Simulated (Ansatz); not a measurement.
A (001) slab of relaxed bulk K (Im-3m, 73.68 Å³/atom, gap on the mesh 0.00 eV), 4 planes in a 6×1 cell with the lowest 2 held; added atoms sit on lattice sites of the next plane. A dipole correction is on. The surface energy is the mean of the held and the free face; step energies are per length and the mean of the stripe's two steps, which run along the shortest translation of the plane; step and island energies count from the flat slab and bulk atoms.

The calculation used Ansatz, DFT PBE, scalar-relativistic, plane waves, PAW.

Cutoff 420 eV, Gaussian smearing of 0.10 eV, energies at zero smearing, symmetry of each start kept, no spin polarisation.

| start | atoms | k mesh | surface energy (J/m²) | step energy (meV/Å) |
| --- | --- | --- | --- | --- |
| flat slab | 24 | 1×6×1 | 0.12 | - |
| stripe of 2 atoms | 26 | 1×6×1 | - | 4 |
| stripe of 3 atoms | 27 | 1×6×1 | - | 5 |

Zero in every row: gap on the mesh (eV).

Small energy differences in metals hang on the k mesh (about 10 mJ/m² or 1 to 2 meV/atom on the mesh of the relaxation).

Cost: 3 runs of about 99 core-minutes in all, on Arm Neoverse N1 (shared hosts).